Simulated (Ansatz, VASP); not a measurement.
# TiH in VASP and in Ansatz

INCAR

```
SYSTEM = TiH
PREC = Accurate
ENCUT = 600
EDIFF = 1E-6
ISMEAR = -1
SIGMA = 0.05
LREAL = .False.
LASPH = .True.
NELM = 60
ALGO = Normal
ISIF = 3
LWAVE = .False.
LCHARG = .False.
GGA = PS
IBRION = 2
NSW = 80
EDIFFG = -0.01
```

KPOINTS

```
Automatic mesh
0
Gamma
  11 11 11
  0 0 0
```

Contents of POSCAR:

```
TiH
1.0
    0.0000000000      2.0896970000      2.0896970000
    2.0896970000      0.0000000000      2.0896970000
    2.0896970000      2.0896970000      0.0000000000
Ti H
1 1
Direct
    0.0000000000      0.0000000000      0.0000000000
    0.5000000000      0.5000000000      0.5000000000
```

Input for Ansatz:

```yaml
crystal:
  lattice:
    - [0.0, 2.089697, 2.089697]
    - [2.089697, 0.0, 2.089697]
    - [2.089697, 2.089697, 0.0]
  atoms:
    - { symbol: Ti, position: [0.0, 0.0, 0.0] }
    - { symbol: H, position: [0.5, 0.5, 0.5] }
basis:
  ecutwfc: 517.016338673772
kpoints:
  mp_grid:
    grid: [11, 11, 11]
hamiltonian:
  xc: pbesol
  dispersion: none
scf:
  occupations:
    method: fermi_dirac
    width: 0.05
relax:
  cell: {}
```

The cell comes from a database or a generator and needn't be the stable form of this composition.

Alike in both runs: task relaxation of cell and atoms; functional PBEsol; k mesh 11 × 11 × 11; occupations fermi-dirac, width 0.05 eV; no spin polarisation.

|  | VASP | Ansatz |
| --- | --- | --- |
| version | VASP 6.6.1 | Ansatz 0.2.0 |
| potentials or method | VASP PAW PBE potentials, release 64 (Ti_sv, H) | plane waves, PAW |
| plane-wave cutoff (eV) | 600 | 517 |
| valence electrons in the cell | 13 | 13 |

```tsv
	VASP	Ansatz	Ansatz less VASP
relaxed volume (Å³/atom)	8.90	8.90	+0.002
relaxed cell length with the largest relative difference (Å)	2.931	2.931	+0.0002
energy change over the relaxation (meV/atom)	-3	-3	0.0
```

Caveats: the PAW data sets were made with another functional, which shifts forces and pressure a little (VASP).
